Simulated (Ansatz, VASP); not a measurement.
# Bi in VASP and in Ansatz

```
Bi
1.0
    -1.98143    1.98143    1.98143
     1.98143   -1.98143    1.98143
     1.98143    1.98143   -1.98143
Bi
1
Direct
  0.00000 0.00000 0.00000
```

This isn't the form of Bi at room conditions, which is rhombohedral.

Alike in both runs: functional PBE; k mesh 7 × 7 × 7; occupations fermi-dirac, width 0.05 eV; non-collinear spin, spin-orbit coupling.

```csv
,VASP,Ansatz
version,VASP 6.6.1,Ansatz 0.2.0
potentials or method,"VASP PAW PBE potentials, release 64 (Bi_d), cutoff 520 eV","all-electron LAPW, relativistic spinors"
task,single point,band structure
```

```csv
,VASP,Ansatz,Ansatz less VASP
gap on the k mesh at the Fermi level (eV),none,none,-
pressure (GPa),2.4,2.5,+0.15
net moment per atom (μB),0.00,0.00,0.000
```

A gap of «none» marks a metal or a gap that the smearing closes. Ansatz ran all-electron here, so the differences hold the error of VASP's frozen core and of both bases.

Caveats: the k mesh is thin for a metal, which can move the energy by tens of meV per atom (Ansatz).
